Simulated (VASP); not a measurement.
WC (Qusongite):

```
W C
1.0
     2.90650    0.00000    0.00000
    -1.45325    2.51710    0.00000
     0.00000    0.00000    2.83660
W C
1 1
Direct
  0.00000 0.00000 0.00000
  0.66667 0.33333 0.50000
```

| Property | Result |
| --- | --- |
| Program | VASP 6.6.1 |
| Task | relaxation of cell and atoms |
| Functional | BLYP |
| Dispersion | D3 |
| Potentials or basis | VASP PAW PBE potentials, release 64 (W_sv, C) |
| Cutoff | 600 eV |
| k mesh | 10 × 10 × 9 |
| Occupations | fermi-dirac, width 0.05 eV |
| Spin | no spin polarisation |

At the start: pressure 11.2 GPa; volume 10.38 Å³/atom.

**Question.** Where does the relaxation end?

**Answer.** Over 9 steps the energy falls by 10.4 meV/atom and the volume is 10.68 Å³/atom (+2.9 %); space group P-6m2 (No. 187, to 0.05 Å).

Step by step:
| step | energy change (eV) | largest force (eV/Å) | pressure (GPa) | volume (Å³) |
| --- | --- | --- | --- | --- |
| 1 | 0.0000 | 0.0000 | 11.20 | 20.75 |
| 2 | 0.1099 | 0.0000 | -23.41 | 23.01 |
| 3 | -0.0208 | 0.0000 | -0.28 | 21.37 |
| 4 | -0.0208 | 0.0000 | 0.01 | 21.36 |
| 5 | -0.0208 | 0.0000 | 0.23 | 21.34 |
| 6 | -0.0208 | 0.0000 | 0.17 | 21.35 |
| 7 | -0.0208 | 0.0000 | 0.20 | 21.35 |
| 8 | -0.0208 | 0.0000 | -0.36 | 21.38 |
| 9 | -0.0209 | 0.0000 | 0.00 | 21.36 |

Final structure:
```xyz
2
Lattice="2.9333 0.0000 0.0000 -1.4667 2.5403 0.0000 0.0000 0.0000 2.8665" Properties=species:S:1:pos:R:3 pbc="T T T"
W     0.0000    0.0000    0.0000
C     1.4667    0.8468    1.4332
```

Caveat: the PAW data sets were made with another functional, which shifts forces and pressure a little; pairwise dispersion overbinds metals, which lowers pressure and volume.
